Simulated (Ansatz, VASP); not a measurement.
# SiC (honeycomb SiC 4 layers, AA'): VASP beside Ansatz, part 2 of 2

One calculation is typed for both programs; each brings its own data sets. How far apart do they land? The structure shown is the start of the Ansatz relaxation below; VASP solves that cell, so the two are compared at the walk's first step.

VASP 6.6.1 and Ansatz 0.2.0.

So far: Starting point; Ansatz: relaxation, PBE with D3(BJ).

### Step 3. VASP: single point, PBE with D3(BJ), start cell

Level of this step: PBE with D3(BJ); plane waves and PAW (C, Si) (VASP).

The same cell, functional, mesh and smearing now go to VASP, with its own data sets.

Lines of VASP's logs that name or quote its potential files are left out, and so is its time.

Input file INCAR:

```
SYSTEM = SiC
PREC = Accurate
ENCUT = 520
EDIFF = 1E-06
NELM = 120
ISMEAR = -1
SIGMA = 0.05
LREAL = .FALSE.
ALGO = Normal
GGA = PE
IVDW = 12
NBANDS = 24
LORBIT = 11
LWAVE = .FALSE.
LCHARG = .FALSE.
ISIF = 2
LDIPOL = .TRUE.
IDIPOL = 3
DIPOL = 0.5 0.5 0.5
LVHAR = .TRUE.
LASPH = .TRUE.
GGA_COMPAT = .FALSE.
EFERMI = MIDGAP
NELMDL = -8
KPAR = 2
```

Input file POSCAR:

```
SiC
1.0
    3.1000000000      0.0000000000      0.0000000000
   -1.5500000000      2.6846790000      0.0000000000
    0.0000000000      0.0000000000     51.0500000000
C Si
4 4
Direct
    0.6666666667      0.3333333333      0.4015670911
    0.3333333333      0.6666666667      0.4671890304
    0.6666666667      0.3333333333      0.5328109696
    0.3333333333      0.6666666667      0.5984329089
    0.3333333333      0.6666666667      0.4015670911
    0.6666666667      0.3333333333      0.4671890304
    0.3333333333      0.6666666667      0.5328109696
    0.6666666667      0.3333333333      0.5984329089
```

Input file KPOINTS:

```
Automatic mesh
0
Gamma
12 12 1
0 0 0
```

Potentials, in the order of the species: C and Si (PBE family, release 64).

On the command line:

```console
$ mpirun -np 2 vasp_std
```

Numbers of over 12 decimals in the logs are rounded to 6 here.

Output:

```text
[banner, memory and clock lines left out]
running    2 mpi-ranks, on    1 nodes
 distrk:  each k-point on    1 cores,    2 groups
 distr:  one band on    1 cores,    1 groups

 POSCAR found type information on POSCAR C Si
 POSCAR found :  2 types and       8 ions
 LDA part: xc-table for (Slater+PW92), standard interpolation
|                                                                             |
|           W    W    AA    RRRRR   N    N  II  N    N   GGGG   !!!           |
|           W    W   A  A   R    R  NN   N  II  NN   N  G    G  !!!           |
|           W    W  A    A  R    R  N N  N  II  N N  N  G       !!!           |
|           W WW W  AAAAAA  RRRRR   N  N N  II  N  N N  G  GGG   !            |
|           WW  WW  A    A  R   R   N   NN  II  N   NN  G    G                |
|           W    W  A    A  R    R  N    N  II  N    N   GGGG   !!!           |
|                                                                             |
|     One of the lattice vectors is very long (>50 A), but AMIN is rather     |
|     large. This can spoil convergence since charge sloshing might occur     |
|     along the long lattice vector. If problems with convergence are         |
|     observed, try to decrease AMIN to a smaller value (e.g. 0.01).          |
|     Note: This warning only applies if the self-consistency cycle is        |
|     used.                                                                   |
|                                                                             |

 POSCAR, INCAR and KPOINTS ok, starting setup
 FFT: planning ... GRIDC
 FFT: planning ... GRID_SOFT
 FFT: planning ... GRID
 WAVECAR not read
 entering main loop
       N       E                     dE             d eps       ncg     rms          rms(c)
DAV:   1     0.239154466964E+03    0.23915E+03   -0.10654E+04   944   0.956E+02
DAV:   2    -0.236402551336E+02   -0.26279E+03   -0.24565E+03  1392   0.204E+02
DAV:   3    -0.646984991412E+02   -0.41058E+02   -0.40436E+02  1272   0.841E+01
DAV:   4    -0.666610806184E+02   -0.19626E+01   -0.19570E+01  1128   0.225E+01
DAV:   5    -0.667304492416E+02   -0.69369E-01   -0.69314E-01  1344   0.396E+00
DAV:   6    -0.667333829194E+02   -0.29337E-02   -0.29333E-02  1224   0.770E-01
DAV:   7    -0.667335183934E+02   -0.13547E-03   -0.13547E-03  1376   0.146E-01
DAV:   8    -0.667335233546E+02   -0.49612E-05   -0.49611E-05  1072   0.227E-02    0.191E+01
DAV:   9    -0.566086055822E+02    0.10125E+02   -0.31175E+01  1064   0.249E+01    0.800E+00
DAV:  10    -0.564592156179E+02    0.14939E+00   -0.24887E+00  1192   0.708E+00    0.369E+00
DAV:  11    -0.563622272419E+02    0.96988E-01   -0.18100E-01  1200   0.217E+00    0.134E+00
DAV:  12    -0.563424446295E+02    0.19783E-01   -0.42041E-02  1192   0.109E+00    0.244E-01
DAV:  13    -0.563408225629E+02    0.16221E-02   -0.76205E-03  1136   0.403E-01    0.159E-01
DAV:  14    -0.563389547721E+02    0.18678E-02   -0.19868E-03  1152   0.207E-01    0.650E-02
[...]
DAV:  20    -0.563404507418E+02   -0.16812E-03   -0.81548E-06  1000   0.106E-02    0.345E-03
DAV:  21    -0.563405216188E+02   -0.70877E-04   -0.19648E-06   936   0.784E-03    0.235E-03
DAV:  22    -0.563406019289E+02   -0.80310E-04   -0.46468E-06   936   0.584E-03    0.137E-03
DAV:  23    -0.563406337138E+02   -0.31785E-04   -0.18819E-06   960   0.346E-03    0.126E-03
DAV:  24    -0.563406460250E+02   -0.12311E-04   -0.36063E-07   840   0.227E-03    0.407E-04
DAV:  25    -0.563406497083E+02   -0.36833E-05   -0.12547E-07   808   0.115E-03    0.440E-04
DAV:  26    -0.563406524062E+02   -0.26979E-05   -0.62133E-08   816   0.110E-03    0.203E-04
DAV:  27    -0.563406529810E+02   -0.57481E-06   -0.15357E-08   768   0.555E-04
   1 F= -.58029221E+02 E0= -.58029221E+02  d E =-.219604E-09
```

OUTCAR, selected parts (step 3):

```text
ion  position               nearest neighbor table
   1  0.667  0.333  0.402-   5 1.79   5 1.79   5 1.79
   2  0.333  0.667  0.467-   6 1.79   6 1.79   6 1.79
   3  0.667  0.333  0.533-   7 1.79   7 1.79   7 1.79
   4  0.333  0.667  0.598-   8 1.79   8 1.79   8 1.79
   5  0.333  0.667  0.402-   1 1.79   1 1.79   1 1.79
   6  0.667  0.333  0.467-   2 1.79   2 1.79   2 1.79
   7  0.333  0.667  0.533-   3 1.79   3 1.79   3 1.79
   8  0.667  0.333  0.598-   4 1.79   4 1.79   4 1.79

  LATTYP: Found a hexagonal cell.
 ALAT       =     3.1000000000
 C/A-ratio  =    16.4677419355

 Subroutine GETGRP returns: Found 12 space group operations
 (whereof 12 operations were pure point group operations)

The static configuration has the point symmetry D_3d.

 Found     19 irreducible k-points:

   k-points           NKPTS =     19   k-points in BZ     NKDIM =     19   number of bands    NBANDS=     24

   dimension x,y,z NGX =    24 NGY =   24 NGZ =  384
   dimension x,y,z NGXF=    48 NGYF=   48 NGZF=  768

   ENCUT  =  520.0 eV  38.22 Ry    6.18 a.u.   5.76  5.76 94.92*2*pi/ulx,y,z

   NELECT =      32.0000    total number of electrons

 k-points in reciprocal lattice and weights: Automatic mesh
   0.00000000  0.00000000  0.00000000       0.007
   0.08333333 -0.00000000  0.00000000       0.042
   0.16666667 -0.00000000  0.00000000       0.042
   0.25000000  0.00000000  0.00000000       0.042
   0.33333333  0.00000000  0.00000000       0.042
   0.41666667 -0.00000000  0.00000000       0.042
   0.50000000  0.00000000  0.00000000       0.021
   0.08333333  0.08333333  0.00000000       0.042
   0.16666667  0.08333333  0.00000000       0.083
[...]
0.33333333  0.25000000  0.00000000       0.083
   0.33333333  0.33333333  0.00000000       0.014

 dipolmoment           0.000000      0.000000     -0.000000 electrons x Angstroem

 average (electrostatic) potential at core
       1 -55.5919       2 -55.5607       3 -55.5607       4 -55.5919       5 -91.2672
       6 -91.2971       7 -91.2971       8 -91.2672

 E-fermi :  -1.4265

 k-point     1 :       0.0000    0.0000    0.0000
  band No.  band energies     occupation
    ...
     12      -3.8526      2.00000
     13      -3.8047      2.00000
     14      -3.8047      2.00000
     15      -3.7662      2.00000
     16      -3.7662      2.00000
     17       0.4850      0.00000
     18       1.0713      0.00000
     19       2.0184      0.00000
     20       2.5459      0.00000
     21       2.5514      0.00000
    ...

 k-point     2 :       0.0833   -0.0000    0.0000
  band No.  band energies     occupation
    ...
     12      -4.2532      2.00000
     13      -4.0347      2.00000
     14      -3.9913      2.00000
     15      -3.9376      2.00000
     16      -3.8944      2.00000
     17       0.6919      0.00000
     18       1.2547      0.00000
     19       2.1919      0.00000
     20       2.6924      0.00000
     21       2.7077      0.00000
    ...

 k-point     3 :       0.1667   -0.0000    0.0000
  band No.  band energies     occupation
    ...
     12      -4.3855      2.00000
     13      -4.3330      2.00000
     14      -4.2681      2.00000
     15      -4.2161      2.00000
     16      -4.2113      2.00000
     17       1.1311      0.00000
     18       1.6436      0.00000
     19       2.5005      0.00000
     20       3.0254      0.00000
     21       3.1116      0.00000
    ...

 Edisp (eV)   -1.68857

  Total      -1.58563    -1.58563    -1.89133     0.00000    -0.00000     0.00000
  in kB      -5.97947    -5.97947    -7.13228     0.00000    -0.00000     0.00000
  external pressure =       -6.36 kB  Pullay stress =        0.00 kB

  energy-cutoff  :      520.00
  volume of cell :      424.86
      direct lattice vectors                 reciprocal lattice vectors
     3.100000000  0.000000000  0.000000000     0.322580645  0.186242005  0.000000000
    -1.550000000  2.684679000  0.000000000     0.000000000  0.372484010  0.000000000
     0.000000000  0.000000000 51.050000000     0.000000000  0.000000000  0.019588639

 POSITION                                       TOTAL-FORCE (eV/Angst)
 -----------------------------------------------------------------------------------
      1.55000      0.89489     20.50000        -0.000000      0.000000     -0.072560
     -0.00000      1.78979     23.85000        -0.000000      0.000000      0.004203
      1.55000      0.89489     27.20000         0.000000     -0.000000     -0.004203
     -0.00000      1.78979     30.55000        -0.000000     -0.000000      0.072560
     -0.00000      1.78979     20.50000        -0.000000     -0.000000      0.244639
      1.55000      0.89489     23.85000         0.000000      0.000000      0.036630
     -0.00000      1.78979     27.20000         0.000000      0.000000     -0.036630
      1.55000      0.89489     30.55000        -0.000000     -0.000000     -0.244639
 -----------------------------------------------------------------------------------
    total drift:                                0.000000     -0.000000     -0.000000

  FREE ENERGIE OF THE ION-ELECTRON SYSTEM (eV)
  ---------------------------------------------------
  free  energy   TOTEN  =       -58.0292208263 eV

  energy  without entropy=      -58.0292208261  energy(sigma->0) =      -58.02922083

 vacuum level on the upper side and lower side of the slab         2.590         2.590

 total charge
# of ion       s       p       d       tot
------------------------------------------
    1        0.848   1.689   0.000   2.536
    2        0.848   1.692   0.000   2.540
    3        0.848   1.692   0.000   2.540
    4        0.848   1.689   0.000   2.536
    5        0.737   0.967   0.000   1.704
    6        0.737   0.959   0.000   1.696
    7        0.737   0.959   0.000   1.696
    8        0.737   0.967   0.000   1.704
--------------------------------------------------
tot          6.339  10.613   0.000  16.952

[... 3 further parts left out ...]
```

### Step 4. Side by side

Known differences besides the potentials themselves: Ansatz cuts the interaction across the vacuum, VASP repeats the sheet with a dipole correction; the cutoff is 420 eV in Ansatz and 520 eV in VASP. Total energies have different zeros and are not compared.

Forces (eV/Å; atoms numbered as in POSCAR):

```
atom        Ansatz x, y, z          VASP x, y, z
  C1  0.000, 0.000, -0.073  0.000, 0.000, -0.073
  C2   0.000, 0.000, 0.004   0.000, 0.000, 0.004
  C3  0.000, 0.000, -0.004  0.000, 0.000, -0.004
  C4   0.000, 0.000, 0.073   0.000, 0.000, 0.073
 Si5   0.000, 0.000, 0.245   0.000, 0.000, 0.245
 Si6   0.000, 0.000, 0.036   0.000, 0.000, 0.037
 Si7  0.000, 0.000, -0.036  0.000, 0.000, -0.037
 Si8  0.000, 0.000, -0.245  0.000, 0.000, -0.245
```

The forces differ by 0.2 meV/Å r.m.s., which is 0.3 % of the r.m.s. force of 0.074 eV/Å (both taken over all components). With vacuum in the cell, a pressure given here is an average over mostly empty space and none of the material.

### Step 5. Outcome

```json
{
 "r.m.s. force difference (single point, PBE with D3(BJ), start cell)": "0.25 meV/Å"
}
```

In words: The r.m.s. force difference is 0.25 meV/Å (single point, PBE with D3(BJ), start cell), within the 12 meV/Å picked in this series as the mark of a large difference. 1 further run of this series is not shown here. How closely two codes agree says nothing of how well the functional describes the real material.

[Lines on the potential files, build, host, timing and source positions are cut from VASP's logs without a mark.]

[Logs are printed without paths, hosts, clocks, repeated set-up lines and the standing remarks that a program may print on its own settings, such as how far it seeks lower states.]

[Hosts, paths, dates, database ids (printed as entryN), source tags and the programs' standing remarks are cut or masked in the printed files.]
